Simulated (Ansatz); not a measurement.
**Fe: response to strain**

Fe is deformed so: x and y strained by -1 %, z held. What stress and forces result, by LAPW, PAW and all-electron datasets made for the crystal?

Method: DFT PBE, scalar-relativistic, in Ansatz 0.2.0.

3 further runs of the same task are left out: 2 that didn't finish, 1 set aside as unsound or not needed.

## 1. The system as given

Symmetry: Fd-3m, No. 227, cubic system. Conventional cell: a = 4.872 Å, b = 4.872 Å, c = 4.872 Å, α = 90.00°, β = 90.00°, γ = 90.00°. Around Fe (site symmetry -43m) lie 4 Fe at 2.11 Å.

Structure file:

```
CELL_PARAMETERS angstrom
0.00000 2.43615 2.43615
2.43615 0.00000 2.43615
2.43615 2.43615 0.00000
ATOMIC_POSITIONS crystal
Fe 0.00000 0.00000 0.00000
Fe 0.25000 0.25000 0.25000
```

Atoms are numbered in the order of the input: Fe1, Fe2.

## 2. After the deformation

Space group Fd-3m before, I4_1/amd after.

## 3. Full-potential LAPW

Contents of input.yaml:

```yaml
crystal:
  lattice:
    - [0.0, 2.4117886078, 2.4361501089]
    - [2.4117886078, 0.0, 2.4361501089]
    - [2.4117886078, 2.4117886078, 0.0]
  atoms:
    - { symbol: Fe, position: [0.0, 0.0, 0.0], spin: 3.0 }
    - { symbol: Fe, position: [0.25, 0.25, 0.25], spin: 3.0 }
magnetization:
  spin_polarized: true
kpoints:
  mp_grid: { grid: [13, 13, 13] }
scf:
  occupations: { method: fermi_dirac, width: 0.03 }
hamiltonian:
  xc: pbe
  pseudopotentials: { kind: all_electron, lapw: { basis_error: 0.00025 } }
output:
  forces: true
  stress: true
  eigenvalues: true
```

The run is started by

```
$ ansatz run input.yaml --threads 1 --pin off --max-ram 3072MiB --backend cpu --events-out ev --progress --plain --runs-dir out
```

## 4. PAW on the default files

input.yaml: that of step 3 with these lines changed.

```diff
@@ -16,3 +16,3 @@
   xc: pbe
-  pseudopotentials: { kind: all_electron, lapw: { basis_error: 0.00025 } }
+  pseudopotentials: { kind: paw }
 output:
@@ -21 +21,2 @@
   eigenvalues: true
+  efg: { contact_densities: true }
```

## 5. Datasets made for this crystal

input.yaml: that of step 4 with these lines changed.

```diff
@@ -16,3 +16,3 @@
   xc: pbe
-  pseudopotentials: { kind: paw }
+  pseudopotentials: { kind: all_electron, datasets: crystal }
 output:
```

(Steps that only read results are left out.)

**Question.** What will these runs give? Wanted: pressure; largest shear or deviatoric stress.

**Answer**, as computed:

| quantity | value |
| --- | --- |
| pressure | LAPW 3.28, PAW 3.31, crystal datasets 3.29 GPa |
| largest shear or deviatoric stress (LAPW) | 0.04 GPa |

The largest part of the stress beyond the pressure is 0.04 GPa in size, in the zz component; the atoms are carried along and not relaxed. No run of the undeformed cell stands beside it, so the pressure holds what the given cell had before the change. PAW: stress within 0.03 GPa of LAPW. Crystal datasets: stress within 0.01 GPa of LAPW.
